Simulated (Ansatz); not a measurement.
## W: equation of state with PBEsol

W:

```
CELL_PARAMETERS angstrom
-1.58234 1.58234 1.58234
1.58234 -1.58234 1.58234
1.58234 1.58234 -1.58234
ATOMIC_POSITIONS crystal
W 0.00000 0.00000 0.00000
```

```json
{
 "Program": "Ansatz 0.2.0",
 "Task": "equation of state",
 "Functional": "PBEsol",
 "Potentials or basis": "PseudoDojo PBEsol stringent",
 "Cutoff": "1007 eV",
 "Density cutoff": "4027 eV",
 "k mesh": "12 × 12 × 12",
 "Occupations": "fermi-dirac, width 0.05 eV",
 "Spin": "no spin polarisation"
}
```

```json
{
 "Equilibrium volume": "15.71 Å³/atom",
 "Bulk modulus": "317 GPa",
 "Pressure derivative of the bulk modulus": "3.8"
}
```

Energy against volume, from the lowest point:
| volume (Å³/atom) | energy (meV/atom) |
| --- | --- |
| 14.897 | 44.08 |
| 15.214 | 15.10 |
| 15.531 | 0.86 |
| 15.848 | 0.00 |
| 16.165 | 11.27 |
| 16.482 | 33.57 |
| 16.798 | 65.86 |

All runs of the series together: 16 s on 2 threads of Arm Neoverse N1 (shared host).

The run has no spin-orbit coupling, so splittings on W are missing.
